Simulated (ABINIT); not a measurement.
Set up this calculation in ABINIT 10.8.3 (patched build), as the native input.

```
Task                                            : single point
Functional                                      : PBEsol
Potentials or basis                             : JTH PAW PBE v2.0
Cutoff                                          : 463 eV
k mesh                                          : 6 × 6 × 6
Occupations                                     : fermi-dirac, width 0.05 eV
Spin                                            : no spin polarisation
Fine-grid cutoff                                : 925.187 eV
Exchange and correlation inside the PAW spheres : full angular mesh (pawxcdev 0, this build's default; the released program takes 1)
```

Crystal: TePb.

```
Pb Te
1.0
     0.00000    3.23100    3.23100
     3.23100    0.00000    3.23100
     3.23100    3.23100    0.00000
Pb Te
1 1
Cartesian
  0.0000 0.0000 0.0000
  3.2310 3.2310 3.2310
```

These files were run (other wordings do the same):

run.abi

```
pp_dirpath "./"
pseudos "Pb.GGA_PBE-JTH.xml, Te.GGA_PBE-JTH.xml"

acell 8.6347709725 8.6347709725 8.6347709725
rprim
     0.0000000000     0.7071067812     0.7071067812
     0.7071067812     0.0000000000     0.7071067812
     0.7071067812     0.7071067812     0.0000000000
ntypat 2
znucl 82 52
natom 2
typat 1 2
xcart
     0.0000000000     0.0000000000     0.0000000000
     3.2310000000     3.2310000000     3.2310000000 Angstrom

ecut 17.0
pawecutdg 34.0

kptopt 1
ngkpt 6 6 6
nshiftk 1
shiftk 0.0 0.0 0.0

ixc -116133

nband 14
occopt 3
tsmear 0.00183747

nstep 100
tolvrs 1.0e-9

iomode 3
prtwf 0
prtden 0
prteig 0
prtebands 0
prtvol 2
```

Potentials or basis: JTH PAW PBE v2.0.

Launch:

```sh
$ abinit run.abi > log 2>&1
```

It gave:

| Quantity | Value |
| --- | --- |
| Band gap on the k mesh | 0.65 eV, direct |
| Valence electrons inside the program's atomic spheres | Pb 11.34; Te 3.14 |

Caveat: spin-orbit coupling is left out, which as a rule narrows the gap of such compounds by several tenths of an eV.

Wall time 19 s on 1 thread of Arm Neoverse V1, on a shared host, peak memory 0.11 GiB.
